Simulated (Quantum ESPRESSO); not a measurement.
A run of Quantum ESPRESSO 7.5 is set up as follows.

The input pw.in:

```
&CONTROL
  calculation = 'scf'
  prefix = 'pwscf'
  outdir = './tmp'
  pseudo_dir = './pseudo'
  tprnfor = .true.
  tstress = .true.
  disk_io = 'nowf'
/
&SYSTEM
  ibrav = 0
  nat = 1
  ntyp = 1
  ecutwfc = 55
  ecutrho = 440
  nbnd = 11
  occupations = 'smearing'
  smearing = 'fd'
  degauss = 0.00367493
/
&ELECTRONS
  conv_thr = 2d-10
  electron_maxstep = 120
  mixing_beta = 0.5
/
ATOMIC_SPECIES
Cu    63.5460 Cu.paw.z_11.ld1.psl.v1.0.0-low.upf
CELL_PARAMETERS angstrom
  -1.4539857600    1.4643106900    1.3739820400
   1.4487133000   -1.4679854000    1.3723068300
   1.4251542200    1.4391538600   -1.3778349000
ATOMIC_POSITIONS crystal
Cu     0.0000000000    0.0000000000    0.0000000000
K_POINTS automatic
13 13 13 0 0 0
```

Potentials or basis: SSSP 1.3 efficiency PBE.

Launch:

```sh
$ OMP_NUM_THREADS=1 pw.x -in pw.in > pw.out
```

(1) Predict the band gap on the k mesh.

(2) Predict the pressure.

Answers

(1) none (metal or under the smearing width).

(2) 7.1 GPa.
